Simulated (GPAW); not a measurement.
Runs of GPAW 26.7.0 on SrO. Symmetry: Fm-3m, No. 225, cubic system. The conventional cell has a = 5.133 Å, b = 5.133 Å, c = 5.133 Å, α = 90.00°, β = 90.00°, γ = 90.00°. Sr (site symmetry m-3m) has 6 O at 2.57 Å as nearest neighbours. O (site symmetry m-3m) has 6 Sr at 2.57 Å as nearest neighbours. 

| task | level | potentials or basis | spin | cell | k mesh | optimizer | fmax | max steps | convergence | band path | gap on the mesh (eV) | pressure (GPa) | relaxed volume (Å³/atom) |
| --- | --- | --- | --- | --- | --- | --- | --- | --- | --- | --- | --- | --- | --- |
| relaxation of cell and atoms | revPBE+D3(BJ) | the program's PAW data sets (release 1.2.1) made for this functional, pw | off | relaxed | 9 × 9 × 9 | FIRE | 0.05 eV/Å | 100 | density=1e-05 forces=0.0001 | - | 3.51 | 0.4 | 17.14 |
| relaxation of cell and atoms | revPBE+D4 | the program's PAW data sets (release 1.2.1) made for this functional, pw | off | relaxed | 9 × 9 × 9 | BFGS | 0.02 eV/Å | 40 | density=1e-05 forces=0.0001 | - | (a) | 0.1 | 17.48 |
| band structure | LDA | the program's PAW data sets (release 1.2.1) made for this functional, pw | off | as given | 9 × 9 × 9 | - | - | - | - | GXWKGLUWLK,UX | 3.26 | (b) | - |
| relaxation of cell and atoms | revPBE | the program's PAW data sets (release 1.2.1) made for this functional, pw | off | relaxed to 20 GPa | 9 × 9 × 9 | BFGS | 0.02 eV/Å | 100 | density=1e-05 forces=0.0001 | - | 3.43 | 19.9 | - |
| band structure | r2SCAN | GPAW PAW data sets (gpaw-data 1.2.1), pw | SOC, no magnetisation | as given | 7 × 7 × 7 | - | - | - | - | GXWKGLUWLK,UX | 3.91 | 2.1 | - |

Alike in all rows: cutoff (eV) 800; smearing fermi-dirac 0.05 eV.

**Question.** Estimate the missing entries.

**Answer.** (a) 3.52; (b) -3.2.

Caveats: later steps reuse the first step's grids (some runs); an odd mesh through Γ misses points on the zone boundary, where band edges often lie (some runs); spin-orbit coupling was added after a scalar SCF, so levels and gaps hold it while energy, forces, pressure and moments don't (some runs); this program's spin-orbit splittings come out too wide for heavy elements (some runs); the PAW data sets were made with another functional, which shifts forces and pressure a little (some runs); the mesh misses the band edges, which the band path finds closer together (some runs).

A k mesh can miss the band edges, and rows without SOC leave out spin-orbit coupling on Sr.

Runs at the PBE level aren't shown here.
